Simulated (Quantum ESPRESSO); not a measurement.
Crystal: TiTe2.

```xyz
3
Lattice="3.7770 0.0000 0.0000 -1.8885 3.2710 0.0000 0.0000 0.0000 6.4980" Properties=species:S:1:pos:R:3 pbc="T T T"
Te    0.0000    2.1807    4.7903
Te    1.8885    1.0903    1.7077
Ti    0.0000    0.0000    0.0000
```

- Program: Quantum ESPRESSO 7.5
- Task: phonons
- Functional: PBEsol
- Potentials or basis: GBRV 1.5 PBEsol
- Cutoff: 612 eV
- Density cutoff: 4898 eV
- k mesh: 8 × 8 × 4
- Occupations: gaussian, width 0.272 eV
- Spin: no spin polarisation
- Mixing beta: 0.5
- Most SCF iterations: 120
- SCF threshold: 6e-10 Ry

The cell and the atoms were relaxed first, to 25.42 Å³/atom (a = 3.709 Å, b = 3.709 Å, c = 6.402 Å, α = 90.00°, β = 90.00°, γ = 120.00°), and the response was taken there.

```cif
data_structure
_symmetry_space_group_name_H-M 'P 1'
_symmetry_Int_Tables_number 1
_cell_length_a 3.7085
_cell_length_b 3.7085
_cell_length_c 6.4019
_cell_angle_alpha 90.000
_cell_angle_beta 90.000
_cell_angle_gamma 120.000
_cell_volume 76.25
loop_
_atom_site_label
_atom_site_type_symbol
_atom_site_fract_x
_atom_site_fract_y
_atom_site_fract_z
_atom_site_occupancy
Te1 Te 0.33333 0.66667 0.73180 1
Te2 Te 0.66667 0.33333 0.26820 1
Ti1 Ti 0.00000 0.00000 0.00000 1
```

Where do the zone-centre optical modes lie?

Eg at 101 cm⁻¹ (Raman); A1g at 146 cm⁻¹ (Raman); Eu at 191 cm⁻¹ (IR); A2u at 284 cm⁻¹ (IR).

Optical modes at Γ, degenerate ones joined:
```
cm⁻¹  components  symmetry  active in
 101           2        Eg      Raman
 146           1       A1g      Raman
 191           2        Eu         IR
 284           1       A2u         IR
```

Caveat: the mesh is thin for the phonons of a metal; the layers were relaxed without a dispersion term, so their spacing and the soft interlayer modes are unreliable; this functional lacks dispersion, which binds the layers, so the pressure and a relaxed spacing across them are unreliable.
